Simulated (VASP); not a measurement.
# PtS2 (P-3m1) in VASP: further runs

One crystal, PtS2, is run at these levels: PBE+D4, PBE+rVV10, PBE+TS, PBE+MBD, PBEsol+D3; tasks: relaxation of cell and atoms.

Everything below comes from runs of VASP 6.6.1. Logs are shortened: lines on timing, memory, paths and dates and some standing lists are left out, and cuts for length are marked.

### Step 1. The crystal as given

Symmetry: P-3m1, No. 164, trigonal system. Conventional cell: a = 3.543 Å, b = 3.543 Å, c = 5.039 Å, α = 90.00°, β = 90.00°, γ = 120.00°. Pt (site symmetry -3m) has 6 S at 2.34 Å as nearest neighbours. S (site symmetry 3m) has 3 Pt at 2.34 Å as nearest neighbours.

### Step 2. Relaxation of cell and atoms, PBE+D4

File INCAR:

```
SYSTEM = PtS2
PREC = Accurate
ENCUT = 600
EDIFF = 1E-6
ISMEAR = -1
SIGMA = 0.05
LREAL = .FALSE.
LASPH = .TRUE.
NELM = 60
ALGO = Fast
ISIF = 3
LWAVE = .FALSE.
LCHARG = .FALSE.
GGA = PE
IVDW = 13
IBRION = 2
NSW = 60
EDIFFG = -0.005
```

File KPOINTS:

```
Automatic mesh
0
G
  9 9 5
  0 0 0
```

File POSCAR:

```
PtS2
1.0
    3.5432000000      0.0000000000      0.0000000000
   -1.7716000000      3.0685012107      0.0000000000
    0.0000000000      0.0000000000      5.0388000000
Pt S
1 2
Direct
    0.0000000000      0.0000000000      0.0000000000
    0.6666666667      0.3333333333      0.7730000000
    0.3333333333      0.6666666667      0.2270000000
```

Potentials or basis: VASP PAW PBE potentials, release 64 (Pt, S).

The run is started by

```
$ cat potpaw_PBE.64/Pt/POTCAR potpaw_PBE.64/S/POTCAR > POTCAR
$ mpirun -np 1 vasp_std > vasp.out
```

OUTCAR:

```text
SYSTEM = PtS2
   PREC = Accurate
   ENCUT = 600
   EDIFF = 1E-6
   ISMEAR = -1
   LREAL = .FALSE.
   LASPH = .TRUE.
   NELM = 60
   ISIF = 3
   GGA = PE
   IVDW = 13
   IBRION = 2
   NSW = 60
   EDIFFG = -0.005

 ion  position               nearest neighbor table
   1  0.000  0.000  0.000-   2 2.34   3 2.34   2 2.34   3 2.34   2 2.34   3 2.34
   2  0.667  0.333  0.773-   1 2.34   1 2.34   1 2.34
   3  0.333  0.667  0.227-   1 2.34   1 2.34   1 2.34

  LATTYP: Found a hexagonal cell.
 ALAT       =     3.5432000000
 C/A-ratio  =     1.4221043125

  Lattice vectors:

 A1 = (   3.5432000000,   0.0000000000,   0.0000000000)
 A2 = (  -1.7716000000,   3.0685012107,   0.0000000000)
 A3 = (   0.0000000000,   0.0000000000,   5.0388000000)

Analysis of symmetry for initial positions (statically):
=====================================================================
 Subroutine PRICEL returns:
 Original cell was already a primitive cell.

 Routine SETGRP: Setting up the symmetry group for a
 hexagonal supercell.

 Subroutine GETGRP returns: Found 12 space group operations
 (whereof 12 operations were pure point group operations)
 out of a pool of 24 trial point group operations.

The static configuration has the point symmetry D_3d.

Analysis of symmetry for dynamics (positions and initial velocities):
=====================================================================
 Subroutine PRICEL returns:
 Original cell was already a primitive cell.

 Routine SETGRP: Setting up the symmetry group for a
 hexagonal supercell.

 Subroutine GETGRP returns: Found 12 space group operations
 (whereof 12 operations were pure point group operations)
 out of a pool of 24 trial point group operations.

The dynamic configuration has the point symmetry D_3d.

 Subroutine INISYM returns: Found 12 space group operations
 (whereof 12 operations are pure point group operations),
 and found     1 'primitive' translations

----------------------------------------------------------------------------------------

                                     Primitive cell

  volume of cell :      54.7834

  direct lattice vectors                    reciprocal lattice vectors
     3.543200000  0.000000000  0.000000000     0.282230752  0.162946001  0.000000000
    -1.771600000  3.068501211  0.000000000     0.000000000  0.325892001  0.000000000
     0.000000000  0.000000000  5.038800000     0.000000000  0.000000000  0.198459951

  length of vectors
     3.543200000  3.543200000  5.038800000     0.325892001  0.325892001  0.198459951

  position of ions in fractional coordinates (direct lattice)
     0.000000000  0.000000000  0.000000000
     0.666666667  0.333333333  0.773000000
     0.333333333  0.666666667  0.227000000

  ion indices of the primitive-cell ions
   primitive index   ion index
                 1           1
                 2           2
                 3           3

----------------------------------------------------------------------------------------

 KPOINTS: Automatic mesh

Automatic generation of k-mesh.
 Grid dimensions read from file:
 generate k-points for:    9    9    5

 Generating k-lattice:

  Cartesian coordinates                     Fractional coordinates (reciprocal lattice)
     0.031358972  0.018105111  0.000000000     0.111111111  0.000000000  0.000000000
     0.000000000  0.036210222  0.000000000     0.000000000  0.111111111  0.000000000
     0.000000000  0.000000000  0.039691990     0.000000000  0.000000000  0.200000000

  Length of vectors
     0.036210222  0.036210222  0.039691990

  Shift w.r.t. Gamma in fractional coordinates (k-lattice)
     0.000000000  0.000000000  0.000000000

 Subroutine IBZKPT returns following result:
 ===========================================

 Found     50 irreducible k-points:

 Following reciprocal coordinates:
            Coordinates               Weight
  0.000000  0.000000  0.000000      1.000000
  0.111111 -0.000000  0.000000      6.000000
  0.222222  0.000000  0.000000      6.000000
  0.333333  0.000000  0.000000      6.000000
  0.444444  0.000000  0.000000      6.000000
  0.111111  0.111111  0.000000      6.000000
[... 16 lines left out ...]
  0.222222  0.111111  0.200000     12.000000
 -0.111111  0.333333  0.200000     12.000000
 [... further k-points ...]
   k-points           NKPTS =     50   k-points in BZ     NKDIM =     50   number of bands    NBANDS=     15
   number of dos      NEDOS =    301   number of ions     NIONS =      3
   total plane-waves  NPLWV =  31360
   dimension x,y,z NGX =    28 NGY =   28 NGZ =   40
   dimension x,y,z NGXF=    56 NGYF=   56 NGZF=   80
   ions per type =               1   2
   NGX,Y,Z   is equivalent  to a cutoff of  13.14, 13.14, 13.20 a.u.
   NGXF,Y,Z  is equivalent  to a cutoff of  26.28, 26.28, 26.39 a.u.
 SYSTEM =  PtS2
   PREC   = accura    normal or accurate (medium, high low for compatibility)
   ISTART =      0    job   : 0-new  1-cont  2-samecut
   ICHARG =      2    charge: 1-file 2-atom 10-const
   ISPIN  =      1    spin polarized calculation?
   LNONCOLLINEAR =      F non collinear calculations
   LSORBIT =      F    spin-orbit coupling
   LASPH  =      T    aspherical Exc in radial PAW
   ENCUT  =  600.0 eV  44.10 Ry    6.64 a.u.   7.08  7.08 10.06*2*pi/ulx,y,z
   NELM   =     60;   NELMIN=  2; NELMDL= -5     # of ELM steps
   EDIFF  = 0.1E-05   stopping-criterion for ELM
   LREAL  =      F    real-space projection
   EDIFFG = -.5E-02   stopping-criterion for IOM
   NSW    =     60    number of steps for IOM
   IBRION =      2    ionic relax: 0-MD 1-quasi-New 2-CG
   NFREE  =      1    steps in history (QN), initial steepest desc. (CG)
   ISIF   =      3    stress and relaxation
   ISYM   =      2    0-nonsym 1-usesym 2-fastsym
   POTIM  = 0.5000    time-step for ionic-motion
   TEBEG  =    0.0;   TEEND  =   0.0 temperature during run
   PSTRESS=    0.0 pullay stress
   NELECT =      22.0000    total number of electrons
   NUPDOWN=      -1.0000    fix difference up-down
   EMIN   =  10.00;   EMAX   =-10.00  energy-range for DOS
   EFERMI =   0.00;   METHOD = LEGACY
   ISMEAR =    -1;   SIGMA  =   0.05  broadening in eV -4-tet -1-fermi 0-gaus
   EFERMI_NEDOS =   21; number of points for ismear=-14 and -15
   IALGO  =     68    algorithm
   IMIX   =      4    mixing-type and parameters
     AMIX     =   0.40;   BMIX     =  1.00
     AMIX_MAG =   1.60;   BMIX_MAG =  1.00
  volume/ion in A,a.u.               =      18.26       123.23
  Fermi-wavevector in a.u.,A,eV,Ry     =   1.207812  2.282434 19.848315  1.458810
  Thomas-Fermi vector in A             =   2.343439
   LORBIT       =      0    0 simple, 1 ext, 2 COOP (PROOUT), +10 PAW based schemes
   GGA     = PE    functional components
   LHFCALC =     F    Hartree Fock is set to
   AEXX    =    0.0000 exact exchange contribution
   IVDW    =    13    specifies the selected vdW correction
   LEPSILON=     F    determine dielectric tensor
   LRPA    =     F    only Hartree local field effects (RPA)
 conjugate gradient relaxation of ions
 non-spin polarized calculation
 RMM-DIIS sequential band-by-band and
  energy-cutoff  :      600.00
  volume of cell :       54.78
 maximum number of plane-waves:      1863
   NGX = 15   NGY = 15   NGZ = 21

--------------------------------------- Ionic step        1  -------------------------------------------

 number of electron      22.0000001 magnetization

 Free energy of the ion-electron system (eV)
  ---------------------------------------------------
  ext. energy  EPLUGINS =         0.00000000
  ---------------------------------------------------
  free energy    TOTEN  =       -15.27196519 eV

  energy without entropy =      -15.27196136  energy(sigma->0) =      -15.27196328

------------------------ aborting loop because EDIFF is reached ----------------------------------------

  DFT-D4 for vdW energy calculation

  Edisp (eV):   -1.31075

  FORCE on cell =-STRESS in cart. coord.  units (eV):
  Direction    XX          YY          ZZ          XY          YZ          ZX
  --------------------------------------------------------------------------------------
  -------------------------------------------------------------------------------------
  Total       2.74628     2.74628     2.20571     0.00000     0.00000     0.00000
  in kB      80.31685    80.31685    64.50759     0.00000     0.00000     0.00000
  external pressure =       75.05 kB  Pullay stress =        0.00 kB
[... 100 lines left out ...]
  FREE ENERGIE OF THE ION-ELECTRON SYSTEM (eV)
  ---------------------------------------------------
  free  energy   TOTEN  =       -16.6644878672 eV

  energy  without entropy=      -16.6644774031  energy(sigma->0) =      -16.66448264

[... ionic steps 4 to 22 ...]

--------------------------------------- Ionic step       23  -------------------------------------------

 number of electron      21.9999998 magnetization

------------------------ aborting loop because EDIFF is reached ----------------------------------------

  DFT-D4 for vdW energy calculation

  Edisp (eV):   -1.38442
[... 71 lines left out ...]
  energy  without entropy=      -16.7110847307  energy(sigma->0) =      -16.71150035

--------------------------------------- Ionic step       25  -------------------------------------------

 number of electron      21.9999998 magnetization

 Free energy of the ion-electron system (eV)
  ---------------------------------------------------
  ext. energy  EPLUGINS =         0.00000000
  ---------------------------------------------------
  free energy    TOTEN  =       -15.32778917 eV

  energy without entropy =      -15.32695272  energy(sigma->0) =      -15.32737095

 E-fermi :   7.8594     XC(G=0): -10.9945

 val. band max:        7.8495896028   @ k =   0.0000   0.0000   0.0000
 cond. band min:       8.0494611295   @ k =   0.3333   0.3333   0.0000
 fundamental gap:      0.1998715267
 Fermi energy:         7.8593765112

 k-point     1 :       0.0000    0.0000    0.0000
  band No.  band energies     occupation
      1      -8.0549      2.00000
      2      -4.7011      2.00000
      3       0.2649      2.00000
      4       0.7928      2.00000
      5       0.7928      2.00000
      6       3.6263      2.00000
      7       3.6263      2.00000
      8       5.3772      2.00000
      9       6.2694      2.00000
     10       6.2694      2.00000
     11       7.8496      1.09756
     12       9.0838      0.00000
     13       9.0838      0.00000
     14      11.5547      0.00000
     15      12.8728      0.00000
[... 397 lines left out ...]
 k-point    24 :      -0.1111    0.3333    0.2000
  band No.  band energies     occupation
      1      -6.9607      2.00000
      2      -5.3952      2.00000
      3       0.6803      2.00000
      4       1.1926      2.00000
      5       1.7797      2.00000
      6       2.4052      2.00000
      7       3.1709      2.00000
      8       4.2951      2.00000
      9       5.4398      2.00000
     10       5.7954      2.00000
     11       7.0076      2.00000
     12       8.2748      0.00049
     13       9.0696      0.00000
     14      12.7571      0.00000
     15      14.4160      0.00000

 [... further k-points ...]

------------------------ aborting loop because EDIFF is reached ----------------------------------------

  DFT-D4 for vdW energy calculation

  Edisp (eV):   -1.38413

  FORCE on cell =-STRESS in cart. coord.  units (eV):
  Direction    XX          YY          ZZ          XY          YZ          ZX
  --------------------------------------------------------------------------------------
  -------------------------------------------------------------------------------------
  Total      -0.00873    -0.00873    -0.01463     0.00000    -0.00000     0.00000
  in kB      -0.26779    -0.26779    -0.44885     0.00000    -0.00000     0.00000
  external pressure =       -0.33 kB  Pullay stress =        0.00 kB
[... 18 lines left out ...]
  FREE ENERGIE OF THE ION-ELECTRON SYSTEM (eV)
  ---------------------------------------------------
  free  energy   TOTEN  =       -16.7119200631 eV

  energy  without entropy=      -16.7110836124  energy(sigma->0) =      -16.71150184

 reached required accuracy - stopping structural energy minimisation
```

Wall time 5.8 min (1 thread of Intel Xeon Platinum 8488C (Sapphire Rapids), shared host); peak memory 0.21 GiB.

Results:

```yaml
Free_energy: -16.7119 eV
Relaxed_volume: 17.41 Å³/atom
Relaxed_cell: a = 3.580 Å, b = 3.580 Å, c = 4.706 Å, α = 90.00°, β = 90.00°, γ = 120.00°
Space_group_after_relaxing_to_0.05_Å: P-3m1 (No. 164)
Energy_gained_by_relaxing: 43.1 meV/atom
Ionic_steps: 25
Pressure_after_relaxing: 0.0 GPa
Largest_force_after_relaxing: 0.005 eV/Å
Band_gap_on_the_k_mesh: 0.20 eV, indirect (least direct gap 0.94 eV)
Dispersion_energy_per_atom: -0.461 eV
```

Forces on the atoms (eV/Å):
```
Pt   0.000  0.000  0.000
S    0.000  0.000 -0.005
S    0.000  0.000  0.005
```

Step by step:
```csv
step,energy change (eV),largest force (eV/Å),pressure (GPa),volume (Å³)
1,0.0000,1.2515,7.50,54.78
2,0.1434,0.9320,-11.52,61.85
3,-0.0818,0.3074,-1.05,57.27
4,-0.0818,0.3305,-0.91,57.20
5,-0.0948,0.2160,-0.65,56.71
6,-0.1018,0.0602,-0.29,56.06
7,-0.1053,0.0875,-0.04,55.68
8,-0.1137,0.1644,0.77,54.53
9,-0.1183,0.3247,2.77,52.22
10,-0.1188,0.3194,2.72,52.19
11,-0.1202,0.3018,2.57,52.08
12,-0.1225,0.2670,2.31,51.88
13,-0.1252,0.1995,1.82,51.47
14,-0.1218,0.0580,0.98,50.62
15,-0.1253,0.1694,1.61,51.25
16,-0.1264,0.1482,1.34,51.39
17,-0.1285,0.0846,0.54,51.83
18,-0.1280,0.0410,-0.95,52.71
19,-0.1290,0.0346,-0.07,52.20
20,-0.1290,0.0298,-0.12,52.22
21,-0.1290,0.0261,-0.11,52.21
22,-0.1291,0.0205,-0.04,52.21
23,-0.1292,0.0080,0.05,52.20
24,-0.1292,0.0148,0.03,52.21
25,-0.1292,0.0047,-0.03,52.22
```

Final structure:
```xyz
3
Lattice="3.5796 0.0000 0.0000 -1.7898 3.1000 0.0000 0.0000 0.0000 4.7058" Properties=species:S:1:pos:R:3 pbc="T T T"
Pt    0.0000    0.0000    0.0000
S     1.7898    1.0333    3.4989
S     0.0000    2.0667    1.2069
```

Caveat: spin-orbit coupling is left out, which moves the levels of the heavy elements; an odd mesh through Γ misses points on the zone boundary, where band edges often lie. PBE gaps usually lie below the measured ones, often by a third to a half.

(Part 1 of 2 ends here.)
